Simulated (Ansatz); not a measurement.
# Ta (diamond type): how the settings move a single-point run

How sensitive is a single-point run of Ta (diamond type) to its settings? A reference run comes first, then one run with altered input.

Program: Ansatz 0.2.0. Level of theory: reference: DFT, PBE, all-electron LAPW, scalar-relativistic. These are calculated values, not measurements.

## Step 1: The system as given

Symmetry: R-3m, No. 166, trigonal system. Conventional cell: a = 4.016 Å, b = 4.016 Å, c = 9.837 Å, α = 90.00°, β = 90.00°, γ = 120.00°. Ta (site symmetry 3m) has 1 Ta at 2.16 Å in its first shell of neighbours.

Coordinates:

```cif
data_structure
_symmetry_space_group_name_H-M 'P 1'
_symmetry_Int_Tables_number 1
_cell_length_a 4.0161
_cell_length_b 4.0161
_cell_length_c 4.0161
_cell_angle_alpha 60.000
_cell_angle_beta 60.000
_cell_angle_gamma 60.000
_cell_volume 45.80
loop_
_atom_site_label
_atom_site_type_symbol
_atom_site_fract_x
_atom_site_fract_y
_atom_site_fract_z
_atom_site_occupancy
Ta1 Ta 0.83000 0.89000 0.89000 1
Ta2 Ta 0.17000 0.11000 0.11000 1
```

## Step 2: Baseline

File input.yaml:

```yaml
crystal:
  lattice:
    - [0.0, 2.839791114, 2.839791114]
    - [2.839791114, 0.0, 2.839791114]
    - [2.839791114, 2.839791114, 0.0]
  atoms:
    - { symbol: Ta, position: [-0.17, -0.11, -0.11] }
    - { symbol: Ta, position: [0.17, 0.11, 0.11] }
kpoints:
  mp_grid: { grid: [9, 9, 9] }
scf:
  occupations: { method: fermi_dirac, width: 0.05 }
hamiltonian:
  xc: pbe
  pseudopotentials: { kind: all_electron, lapw: { basis_error: 0.001 } }
output:
  forces: true
  stress: true
  eigenvalues: true
  populations: true
```

Launch:

```console
ansatz run input.yaml --threads 1 --pin off --max-ram 2048MiB --backend cpu --events-out ev --progress --plain --runs-dir out
```

## Step 3: Variant: mp_grid.grid [3, 3, 3]

input.yaml, as its differences from that of step 2:

```diff
@@ -9,3 +9,3 @@
 kpoints:
-  mp_grid: { grid: [9, 9, 9] }
+  mp_grid: { grid: [3, 3, 3] }
 scf:
```

Q: Predict the outcome of this session. Wanted: for each run, ending; energy change; pressure; gap; force.

**Answer**, as computed:

| run | ending | energy change | pressure (GPa) | gap (eV) | force (eV/Å) | cycles | time |
| --- | --- | --- | --- | --- | --- | --- | --- |
| reference | converged | 0 | 24.2 | 0.00 | 2.99 | 8 | 1.7 min |
| 1: mp_grid.grid [3, 3, 3] | converged | -0.5 meV/atom | 26.0 | 0.00 | 3.37 | 8 | 11 s |

Residual by cycle in the longest SCF loop of each run; runs are numbered as in the table. The quantity is the density residual dr2, in eV.

| cycle | reference | run 1 |
| --- | --- | --- |
| 1 | 1.27 | 1.25 |
| 2 | 0.245 | 0.156 |
| 3 | 0.0157 | 0.0147 |
| 4 | 0.00702 | 0.00931 |
| 5 | 4.4e-4 | 5.5e-4 |
| 6 | 2.2e-5 | 1.9e-5 |
| 7 | 8.7e-7 | 6.1e-7 |
| 8 | 1.9e-8 | 1.7e-8 |

Changing the k-point mesh moves the energy by -0.5 meV/atom, and the pressure goes from 24.2 to 26.0 GPa and the largest force goes from 2.99 to 3.37 eV/Å. Sampling errors of the energy have no fixed sign. Cost: 11 s against 1.7 min. The structure is not at rest: the sound run finds 24 GPa, so these are no properties of the relaxed crystal. 
